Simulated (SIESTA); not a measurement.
Runs of SIESTA 5.4.2 on Fe. Symmetry: Im-3m, No. 229, cubic system. The conventional cell has a = 2.886 Å, b = 2.886 Å, c = 2.886 Å, α = 90.00°, β = 90.00°, γ = 90.00°. Fe (site symmetry m-3m) has 8 Fe at 2.50 Å as nearest neighbours. 

```csv
potentials or basis,k mesh,gap on the mesh (eV),pressure (GPa),moment (μB)
"SG15 1.2 (PBE files) or PseudoDojo by element, DZP (energy shift 0.003 Ry; two zetas on semicore shells)",13 × 13 × 13,none,(a),2.39
"PseudoDojo 0.4 standard (PBE files), DZP (energy shift 0.003 Ry; two zetas on semicore shells)",13 × 13 × 13,none,-6.8,2.44
"PseudoDojo 0.4 standard (PBE files), SZ (energy shift 0.003 Ry)",9 × 9 × 9,none,9.4,2.58
"PseudoDojo 0.4 standard (PBE files), SZP (energy shift 0.003 Ry)",9 × 9 × 9,none,-4.5,2.31
"PseudoDojo 0.4 standard (PBE files), DZP (energy shift 0.003 Ry; two zetas on semicore shells)",9 × 9 × 9,none,-5.3,2.51
"SPMS 1.0 (PBE files) or PseudoDojo by element, DZP (energy shift 0.003 Ry; two zetas on semicore shells)",13 × 13 × 13,none,-5.6,(c)
"PseudoDojo 0.4 standard (PBE files), DZDP (energy shift 0.003 Ry; two zetas on semicore shells)",9 × 9 × 9,none,-4.1,2.51
"PseudoDojo 0.4 stringent (PBE files), DZP (energy shift 0.003 Ry; two zetas on semicore shells)",13 × 13 × 13,none,(b),2.34
"Ansatz (PBE files), DZP (energy shift 0.003 Ry; two zetas on semicore shells)",13 × 13 × 13,none,-11.0,2.25
"PseudoDojo 0.4 standard (PBE files), DZ (energy shift 0.003 Ry; two zetas on semicore shells)",9 × 9 × 9,none,-18.4,2.46
"PseudoDojo 0.5 standard (PBE files), DZP (energy shift 0.003 Ry; two zetas on semicore shells)",13 × 13 × 13,none,-6.8,2.44
"PseudoDojo 0.4 standard (PBE files), TZDP (energy shift 0.003 Ry; two zetas on semicore shells)",9 × 9 × 9,none,-3.9,2.51
```

Alike in all rows: task band structure; level PBE; spin collinear, ferromagnetic start; cell as given; smearing fermi-dirac 0.05 eV; grid cutoff 800 Ry; energy shift 0.003 Ry.

Question: Estimate the missing entries.

Answer: (a) -6.4; (b) -8.1; (c) 2.38.

Caveats: the basis of atomic orbitals isn't converged, which shifts pressures, moduli and gaps; short orbitals over semicore shells can move pressures by several GPa (some runs); the basis has no polarisation orbitals (some runs); the valence orbitals were made in a potential fitted to the semicore shell under them, which widens gaps by tenths of an eV or more (some runs).

A gap of «none» marks a metal or a gap under the smearing width.
